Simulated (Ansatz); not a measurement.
This Ansatz 0.2.0 run on Ag needs a look.

File input.yaml:

```yaml
crystal:
  lattice:
    - [2.93, 0.0, 0.0]
    - [-1.465, 2.5374544331, 0.0]
    - [0.0, 0.0, 4.79]
  atoms:
    - { symbol: Ag, position: [0.6666666667, 0.3333333333, 0.75] }
    - { symbol: Ag, position: [0.3333333333, 0.6666666667, 0.25] }
hamiltonian:
  xc: pbe
  pseudopotentials: { kind: paw }
kpoints:
  mp_grid: { grid: [1, 1, 1] }
scf:
  occupations: { method: fermi_dirac, width: 0.05 }
  max_iter: 75
output:
  forces: true
  stress: true
  eigenvalues: true
relax:
  f_tol: 0.01
  max_steps: 40
  cell: { stress_tol: 0.05 }
```

Potentials or basis: Ansatz PAW.

The run is started by

```console
$ ansatz run input.yaml --threads 2 --pin off --max-ram 5632MiB --backend cpu --events-out ev --progress --plain --runs-dir out
```

Output:

```text
Warning: RAYON_NUM_THREADS=2 ignored (pool sized by the plan → 2); use --threads N
The last accepted step is kept in <dir> (removed where the run ends without a failure and the disk answers)
Engine: ansatz 0.2.0, aarch64-unknown-linux-gnu
Pseudopotentials: kind: paw
Pseudopotential: Ag, paw, valence charge 19, recommended cutoff 420 eV (normal), Ag.paw.azcp
Functional definition: PBE
  parameter kappa = 0.804
  parameter beta = 0.06672455060314922
  exchange = pbe_x(kappa = kappa, mu = beta*pi^2/3)
  correlation = pbe_c(beta = beta)
Crystal: 2 atoms, lattice volume = 35.612 Å³
Basis set: ecut = 420 eV, 701 PW (Γ), exchange–correlation on 40×40×72 points (8 copies of the dense FFT grid, shifted against one another)
Bands: 23, of which v1, the nominal top of the filled ones, is band 19 counted from 1 (18 counted from 0)
Symmetry: 24 space group operations
Space group: P63/mmc (ITA 194), of the structure as read, at distance tolerance 3.3e-5 Å
k-points: 1
Non-local potential: Ag, projectors of the file, l = 0: 3, l = 1: 2, l = 2: 2, l = 3: 1
PAW form: soft (Blöchl's): semilocal exchange-correlation on the pseudo side does not see the compensation charge
[... 135 lines left out ...]
  E_nonlocal   = 161.007922
  E_hartree    = 1886.300103
  E_xc         = -374.684090
  E_vxc        = -476.443884  (∫ρ·V_xc dr)
  E_paw        = -7810.061750  (= ΣΔE_a)
  E_vpaw       = -834.741329  (= ΣTr[D̂ρ^β])
  E_aug_tail   = 0.000654  (compensation charges beyond the density's cutoff)
  E_ewald      = -6079.180552
  E_smearing   = -0.000000  (= −TS)
  E_closure    = -0.000000  (closes the sum)
  Σ components = -15189.136622   (vs F -15189.136622, Δ=0.00e0)
--- Forces (eV/Å), atoms counted from 1 ---
  atom   1  Ag    -0.00000000     0.00000000    -0.00000000
  atom   2  Ag     0.00000000    -0.00000000    -0.00000000
  max |Σ_I F_I| component: 2.15e-27 eV/Å
--- Stress (GPa, compression-positive) ---
       -0.001734       0.000000       0.000000
        0.000000      -0.001734       0.000000
        0.000000       0.000000      -0.003358
  P = ⅓ Tr σ = -0.0023 GPa (-0.023 kbar)
[... 2 lines left out ...]
--- Relaxed structure (9 steps of the walk, 8 accepted, 2 SCFs on fresh bases) ---
  F+E_penalty+E_count = -15189.13662220 eV   max|allowed force component| = 7.539e-27 eV/Å   (the final SCF, on the basis selected at the relaxed cell)
  cell:  # Å, volume = 29.7343 Å³
    - [2.9479538895693365, 8.990798062815502e-39, 0.0]
    - [-1.4739769447846682, 2.553002957552191, -7.938195324882034e-18]
    - [0.0, -1.4985079184187782e-17, 3.9508071963888893]
  atoms:
    - { symbol: Ag, position: [0.6666666666666665, 0.33333333333333326, 0.7499999999999999] }
    - { symbol: Ag, position: [0.33333333333333326, 0.6666666666666665, 0.24999999999999994] }
```

Question: Diagnose the run.

Answer: Self-consistency was reached. The input holds a flaw that was put in on purpose: one k-point for a small cell (kpoints.mp_grid.grid = 1 × 1 × 1). The program doesn't stop on it, so the numbers can't be trusted though the run ends normally.

A sound run on the same cell differs in these lines of the main input:
```diff
@@ -13 +13 @@
-  mp_grid: { grid: [1, 1, 1] }
+  mp_grid: { grid: [10, 10, 6] }
@@ -16 +15,0 @@
-  max_iter: 75
```
